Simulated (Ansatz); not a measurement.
## Eu in Ansatz: the effect of starting spin order

Crystal: Eu.

```
Eu
1.0
    -2.30300    2.30300    2.30300
     2.30300   -2.30300    2.30300
     2.30300    2.30300   -2.30300
Eu
1
Direct
  0.00000 0.00000 0.00000
```

Alike in all runs:

- Program: Ansatz 0.2.0
- Task: single point
- Functional: PBEsol
- Potentials or basis: Ansatz PAW
- Cutoff: 420 eV (not typed: the program's choice for these potentials)
- k mesh: 8 × 8 × 8
- Occupations: fermi-dirac, width 0.05 eV

| starting spin order | spin | starting moments | energy over the lowest run (meV/atom) | final net moment (μB) | final largest site moment (μB) |
| --- | --- | --- | --- | --- | --- |
| spin off | no spin polarisation | - | ? | ? | ? |
| fm | collinear spin, ferromagnetic start | [7.0] μB | 0.0 | 7.37 | 7.10 |
| random | collinear spin, random start | [4.73] μB | 0.0 | 7.37 | 7.10 |
| ferromagnetic start, larger moments | collinear spin, ferromagnetic start | [8.5] μB | 0.0 | 7.37 | 7.10 |

Question: What does the run with starting spin order spin off give?

Answer: Energy over the lowest run 7503.2 meV/atom; final net moment 0.00 μB; final largest site moment 0.00 μB.

Runs at the PBE level aren't shown here.
